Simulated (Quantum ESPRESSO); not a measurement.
# Ta (Im-3m) in Quantum ESPRESSO: notebook, part 2 of 2

Quantum ESPRESSO 7.5.

### 5 Single point, LDA, 17.65 Å³/atom

pw.in reads:

```
&CONTROL
  calculation = 'scf'
  prefix = 'pwscf'
  outdir = './tmp'
  pseudo_dir = './pseudo'
  tprnfor = .true.
  tstress = .true.
  disk_io = 'nowf'
/
&SYSTEM
  ibrav = 0
  nat = 1
  ntyp = 1
  ecutwfc = 56
  ecutrho = 448
  nbnd = 12
  occupations = 'smearing'
  smearing = 'fd'
  degauss = 0.00367493
/
&ELECTRONS
  conv_thr = 2d-10
  electron_maxstep = 120
  mixing_beta = 0.5
/
ATOMIC_SPECIES
Ta   180.9479 ta_lda_v1.uspp.F.UPF
CELL_PARAMETERS angstrom
  -1.6401972500    1.6401972500    1.6401972500
   1.6401972500   -1.6401972500    1.6401972500
   1.6401972500    1.6401972500   -1.6401972500
ATOMIC_POSITIONS crystal
Ta     0.0000000000    0.0000000000    0.0000000000
K_POINTS automatic
11 11 11 0 0 0
```

Command:

```console
$ OMP_NUM_THREADS=1 mpirun -n 2 pw.x -nk 2 -in pw.in > pw.out
```

Wall time 4.3 s (2 MPI ranks of Intel Xeon 6975P-C (Granite Rapids), shared host); peak memory 0.22 GiB.

It converged, with:

```
Free energy            : -1930.9549 eV
Pressure               : -5.5 GPa
Band gap on the k mesh : none (metal or under the smearing width)
```

### 6 Single point, LDA, 18.01 Å³/atom

Edit pw.in of step 5 so:

```diff
@@ -28,5 +28,5 @@
 CELL_PARAMETERS angstrom
-  -1.6401972500    1.6401972500    1.6401972500
-   1.6401972500   -1.6401972500    1.6401972500
-   1.6401972500    1.6401972500   -1.6401972500
+  -1.6512800000    1.6512800000    1.6512800000
+   1.6512800000   -1.6512800000    1.6512800000
+   1.6512800000    1.6512800000   -1.6512800000
 ATOMIC_POSITIONS crystal
```

Potentials or basis: GBRV 1.5 LDA.

Command:

```console
$ OMP_NUM_THREADS=1 mpirun -n 2 pw.x -nk 2 -in pw.in > pw.out
```

Run time: 4.7 s. Hardware: 2 MPI ranks of Intel Xeon 6975P-C (Granite Rapids), shared host; peak memory 0.24 GiB.

Results (log left out):

* Free energy: -1930.9382 eV
* Pressure: -9.4 GPa
* Band gap on the k mesh: none (metal or under the smearing width)

### 7 Single point, LDA, 18.37 Å³/atom

Edit pw.in of step 6 so:

```diff
@@ -28,5 +28,5 @@
 CELL_PARAMETERS angstrom
-  -1.6512800000    1.6512800000    1.6512800000
-   1.6512800000   -1.6512800000    1.6512800000
-   1.6512800000    1.6512800000   -1.6512800000
+  -1.6622159478    1.6622159478    1.6622159478
+   1.6622159478   -1.6622159478    1.6622159478
+   1.6622159478    1.6622159478   -1.6622159478
 ATOMIC_POSITIONS crystal
```

Command:

```console
$ OMP_NUM_THREADS=1 mpirun -n 2 pw.x -nk 2 -in pw.in > pw.out
```

Run time: 4.5 s. Hardware: 2 MPI ranks of Intel Xeon 6975P-C (Granite Rapids), shared host; peak memory 0.24 GiB.

Results (log left out):

```yaml
Free_energy: -1930.9131 eV
Pressure: -12.9 GPa
Band_gap_on_the_k_mesh: none (metal or under the smearing width)
```

### 8 Single point, LDA, 18.73 Å³/atom

Edit pw.in of step 7 so:

```diff
@@ -28,5 +28,5 @@
 CELL_PARAMETERS angstrom
-  -1.6622159478    1.6622159478    1.6622159478
-   1.6622159478   -1.6622159478    1.6622159478
-   1.6622159478    1.6622159478   -1.6622159478
+  -1.6730098603    1.6730098603    1.6730098603
+   1.6730098603   -1.6730098603    1.6730098603
+   1.6730098603    1.6730098603   -1.6730098603
 ATOMIC_POSITIONS crystal
```

Command:

```console
$ OMP_NUM_THREADS=1 mpirun -n 2 pw.x -nk 2 -in pw.in > pw.out
```

Wall time 5.3 s (2 MPI ranks of Intel Xeon 6975P-C (Granite Rapids), shared host); peak memory 0.24 GiB.

Results (log left out):

| Property | Result |
| --- | --- |
| Free energy | -1930.8805 eV |
| Pressure | -16.1 GPa |
| Band gap on the k mesh | none (metal or under the smearing width) |

### 9 Single point, LDA, 19.09 Å³/atom

Edit pw.in of step 8 so:

```diff
@@ -28,5 +28,5 @@
 CELL_PARAMETERS angstrom
-  -1.6730098603    1.6730098603    1.6730098603
-   1.6730098603   -1.6730098603    1.6730098603
-   1.6730098603    1.6730098603   -1.6730098603
+  -1.6836662614    1.6836662614    1.6836662614
+   1.6836662614   -1.6836662614    1.6836662614
+   1.6836662614    1.6836662614   -1.6836662614
 ATOMIC_POSITIONS crystal
```

Potentials or basis: GBRV 1.5 LDA.

Command:

```console
$ OMP_NUM_THREADS=1 mpirun -n 2 pw.x -nk 2 -in pw.in > pw.out
```

It took 5.2 s on 2 MPI ranks of Intel Xeon 6975P-C (Granite Rapids), shared host; peak memory 0.24 GiB.

Results (log left out):

```
Free energy            : -1930.8412 eV
Pressure               : -18.9 GPa
Band gap on the k mesh : none (metal or under the smearing width)
```

### 10 Equation of state, LDA

No new run: the results of the series are fitted here.

What came out:

```
Equilibrium volume                      : 17.21 Å³/atom
Bulk modulus                            : 228 GPa
Pressure derivative of the bulk modulus : 4.4
```

Energy against volume, from the lowest point:
| volume (Å³/atom) | energy (meV/atom) |
| --- | --- |
| 16.930 | 3.17 |
| 17.290 | 0.00 |
| 17.650 | 7.33 |
| 18.010 | 24.04 |
| 18.371 | 49.13 |
| 18.731 | 81.71 |
| 19.091 | 121.01 |

### 11 For comparison

An earlier run on the cell as given: functional PBEsol; potentials or basis GBRV 1.5 PBEsol; cutoff 762 eV; density cutoff 6095 eV; k mesh 11 × 11 × 11; occupations fermi-dirac, width 0.05 eV; no spin polarisation.

* Pressure: -4.5 GPa
* Band gap on the k mesh: none (metal or under the smearing width)

### 12 Summary

```tsv
task	level	potentials or basis	form of the LDA correlation	gap on the mesh (eV)	pressure (GPa)
band structure	PBEsol	GBRV 1.5 PBEsol	-	none	-4.5
equation of state	LDA	GBRV 1.5 LDA	PZ81	-	-
single point	PBEsol	GBRV 1.5 PBEsol	-	none	-4.5
```

Alike in all rows: no spin polarisation; cell as given; k mesh 11 × 11 × 11; cutoff (eV) 762; smearing fermi-dirac 0.05 eV.

Caveats: spin-orbit coupling is left out, which moves the levels of the heavy elements (some runs).

Total energies depend on the potentials used, so only differences within one code and one set of settings carry meaning.

### 13 Against experiment

Step 10. Against the measured bulk modulus of Ta, 194 GPa (quoted in “Refinement of the equation of state of tantalum”, 2004, arxiv:cond-mat/0403080), the calculated 228 GPa is off by +17.6 %. The fit is for a static lattice scaled at fixed shape and fixed fractional positions.
